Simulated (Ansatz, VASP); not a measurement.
One calculation of InPd, two programs

```
In Pd
1.0
     0.00000    2.74607    2.74607
     2.74607    0.00000    2.74607
     2.74607    2.74607    0.00000
In Pd
1 1
Direct
  0.00000 0.00000 0.00000
  0.50000 0.50000 0.50000
```

The cell was built by a generator and needn't be a form met in nature.

Alike in both runs: task relaxation of cell and atoms; functional LDA; k mesh 8 × 8 × 8; occupations fermi-dirac, width 0.05 eV; no spin polarisation.

|  | VASP | Ansatz |
| --- | --- | --- |
| version | VASP 6.6.1 | Ansatz 0.2.0 |
| potentials or method | VASP PAW LDA potentials, release 64 (In_d, Pd) | Ansatz PAW |
| plane-wave cutoff (eV) | 600 | 420 |
| valence electrons in the cell | 23 | 31 |

Ansatz gave:

```
gap on the k mesh at the Fermi level, each at its own relaxed structure (eV) : none
relaxed volume (Å³/atom)                                                     : 18.93
relaxed cell length with the largest relative difference (Å)                 : 3.769
energy change over the relaxation (meV/atom)                                 : -50
```

What did VASP give for the same quantities?

gap on the k mesh at the Fermi level, each at its own relaxed structure (eV): none; relaxed volume (Å³/atom): 19.01; relaxed cell length with the largest relative difference (Å): 3.775; energy change over the relaxation (meV/atom): -46.

A gap of «none» marks a metal or a gap that the smearing closes. The two sets of potentials don't hold the same shells in valence.

Caveats: the plane-wave basis is chosen anew once the cell has moved, so the energies of steps on either side of that aren't comparable (Ansatz); the PAW data sets come from PBE, with cores solved anew for the run's functional, which leaves a small shift of forces and pressure (Ansatz).
